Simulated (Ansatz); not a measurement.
# Mg2Si: computed DOS

```yaml
crystal:
  lattice:
    - [0.00000, 3.19500, 3.19500]
    - [3.19500, 0.00000, 3.19500]
    - [3.19500, 3.19500, 0.00000]
  atoms:
    - { symbol: Mg, position: [0.25000, 0.25000, 0.25000] }
    - { symbol: Mg, position: [0.75000, 0.75000, 0.75000] }
    - { symbol: Si, position: [0.00000, 0.00000, 0.00000] }
```

The cell is COD entry 9009039, as deposited and not checked against the literature; nothing was relaxed. It differs from other determinations.

Level of theory: DFT, PBEsol, all-electron LAPW, scalar-relativistic (Ansatz 0.2.0).

The runs use a Γ-centred 9×9×9 k mesh, Fermi–Dirac smearing of 0.05 eV, basis error target 0.5 meV/atom, no spin polarisation.

Q: Which of the resolved shells contributes most in the top eV of the valence band?

A: Si 3p, with 90 % of all states there; Mg 3s follows with 2 %.

Q: Tabulate the density of states.

A: States per eV and cell, averaged over 0.4 eV, from -9.1 to 1.9 eV, with energies (bin centres) from the valence-band top; empty bins are left out. The partial columns, the largest 3 alone, are projections on Löwdin-orthogonalised atomic shells (those that the program's projection atoms carry: the occupied ones and, for some elements, an empty d or f shell; other empty shells have no column), summed over atoms of an element. Weights on diffuse s and p shells depend on that basis and aren't pure angular character.
```
E (eV)  total  Si 3p  Mg 3s  Si 3s
  -9.0   0.10   0.00   0.06   0.04
  -8.6   0.43   0.01   0.21   0.20
  -8.2   0.71   0.02   0.29   0.39
  -7.8   1.27   0.03   0.38   0.84
  -7.4   1.89   0.03   0.31   1.52
  -7.0   0.61   0.00   0.03   0.56
  -4.6   0.23   0.14   0.08   0.00
  -4.2   1.49   0.91   0.49   0.06
  -3.8   1.75   1.08   0.48   0.14
  -3.4   0.93   0.59   0.22   0.10
  -3.0   1.18   0.77   0.27   0.09
  -2.6   1.14   0.78   0.24   0.07
  -2.2   1.52   1.14   0.20   0.06
  -1.8   1.92   1.56   0.14   0.04
  -1.4   1.80   1.51   0.10   0.03
  -1.0   1.69   1.48   0.05   0.02
  -0.6   1.04   0.94   0.02   0.01
  -0.2   0.30   0.28   0.00   0.00
   0.2   0.04   0.00   0.01   0.00
   0.6   0.33   0.01   0.11   0.01
   1.0   0.73   0.04   0.26   0.01
   1.4   1.37   0.10   0.48   0.06
   1.8   2.40   0.22   0.79   0.14
```
